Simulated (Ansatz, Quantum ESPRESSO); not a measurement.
The electronic dielectric constant of ZnS, sorted by core time

Symmetry: F-43m, No. 216, cubic system. The conventional cell has a = 5.404 Å, b = 5.404 Å, c = 5.404 Å, α = 90.00°, β = 90.00°, γ = 90.00°. Zn (site symmetry -43m) is surrounded by 4 S at 2.34 Å. S (site symmetry -43m) is surrounded by 4 Zn at 2.34 Å.

| rung | level | program and potentials | cutoff (eV) | k mesh | task | core time | chip | electronic dielectric constant | miss | notes |
| --- | --- | --- | --- | --- | --- | --- | --- | --- | --- | --- |
| LDA | LDA | Quantum ESPRESSO, GBRV 1.5 LDA | 612 | 6 × 6 × 6, shifted | phonons | 4 min | Intel Xeon Platinum 8375C Ice Lake | 6.18 | +20.2 % | 13 valence electrons an atom on average; cell relaxed first (18.53 Å³/atom) |
| GGA | BLYP | Quantum ESPRESSO, SG15 PBE 1.2 | 952 | 6 × 6 × 6, shifted | dielectric tensor | 4.2 min | Intel Xeon Platinum 8488C Sapphire Rapids | 5.89 | +14.6 % | potentials made for PBE; 13 valence electrons an atom on average |
| GGA | PBE | Quantum ESPRESSO, SG15 PBE 1.2 | 952 | 4 × 4 × 4, shifted | phonons | 4.4 min | Arm Neoverse V1 | 5.98 | +16.3 % | 13 valence electrons an atom on average |
| GGA | AM05 | Quantum ESPRESSO, SG15 PBE 1.2 | 952 | 6 × 6 × 6, shifted | dielectric tensor | 4.4 min | Intel Xeon Platinum 8488C Sapphire Rapids | 6.12 | +19.1 % | potentials made for PBE; 13 valence electrons an atom on average |
| GGA | WC | Quantum ESPRESSO, SG15 PBE 1.2 | 952 | 6 × 6 × 6, shifted | dielectric tensor | 4.5 min | Intel Xeon Platinum 8488C Sapphire Rapids | 6.20 | +20.6 % | potentials made for PBE; 13 valence electrons an atom on average |
| LDA | LDA | Ansatz, Ansatz PAW | 420 | 7 × 7 × 7 | phonons | 4.8 min | Intel Xeon Platinum 8259CL Skylake/Cascade Lake | (a) | ? | potentials made for PBE, which Ansatz adapts in part; 9 valence electrons an atom on average |
| GGA | PBE | Quantum ESPRESSO, GBRV 1.5 PBE | 762 | 4 × 4 × 4, shifted | phonons | 4.8 min | Arm Neoverse V1 | 5.96 | +16.0 % | 13 valence electrons an atom on average |
| GGA | PBE | Quantum ESPRESSO, SG15 PBE 1.2 | 952 | 6 × 6 × 6, shifted | phonons | 7.9 min | Intel Xeon Platinum 8375C Ice Lake | 5.96 | +16.0 % | 13 valence electrons an atom on average; cell relaxed first (20.19 Å³/atom) |
| GGA | PBE | Quantum ESPRESSO, JTH 2.0 PBE | 735 | 6 × 6 × 6, shifted | phonons | 27 min | Intel Xeon Skylake/Cascade Lake | 5.93 | +15.4 % | 9 valence electrons an atom on average |
| GGA | PBE | Quantum ESPRESSO, GBRV 1.5 PBE | 762 | 6 × 6 × 6, shifted | phonons | 32 min | Intel Xeon Skylake/Cascade Lake | (b) | ? | 13 valence electrons an atom on average |

Times are single runs on shared hosts and different chips, so they are rough; meshes, cutoffs and the tasks' sizes weigh on the time. All rows: no spin polarisation. The cell comes from a database and isn't always the measured one. Meshes differ between rows, which moves values too. All levels ran on this one cell, unrelaxed unless noted. Meshes are those of the run's cell of 2 atoms unless a note names another. Ansatz refines the mesh for the field response beyond the one shown. Misses use the values as printed. Runs on faulty files, with rough fits or with known faults for this quantity aren't shown. No row holds spin-orbit coupling.

Measured: 5.14 (a printed reference work). The runs are for a static lattice.

Estimate the values left out from the other rows.

(a) 6.23, miss +21.2 %; (b) 5.92, miss +15.2 %.
